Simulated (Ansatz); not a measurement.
## Two structures of Al₃GaN₄ under several functionals

Plane-wave DFT in Ansatz with scalar-relativistic PAW potentials (420 eV, r2SCAN 500 eV). Each structure was relaxed within its symmetry at each level.
A. P-43m, 8 atoms in the computed cell, a = 4.439 Å; sites (symmetry × multiplicity) Al -42.m × 3, Ga -43m × 1, N .3m × 4
B. Pm, 8 atoms in the computed cell, a = 5.083 Å, b = 3.151 Å, c = 5.455 Å, β = 90.0°; sites (symmetry × multiplicity) Al m × 1 + m × 1 + m × 1, Ga m × 1, N m × 1 + m × 1 + m × 1 + m × 1
(cells at PBE)

**Question.** Does the choice of functional change which is lower?

**Answer.**
| level | E(B) − E(A) (meV/atom) | V(A) (Å³/atom) | V(B) (Å³/atom) |
| --- | --- | --- | --- |
| PBE | -13.5 | 10.93 | 10.92 |
| PBEsol | -14.4 | 10.70 | 10.69 |
| r2SCAN | -15.7 | 10.66 | 10.65 |

No: at every level B is lower; the difference varies by 2.2 meV/atom between levels.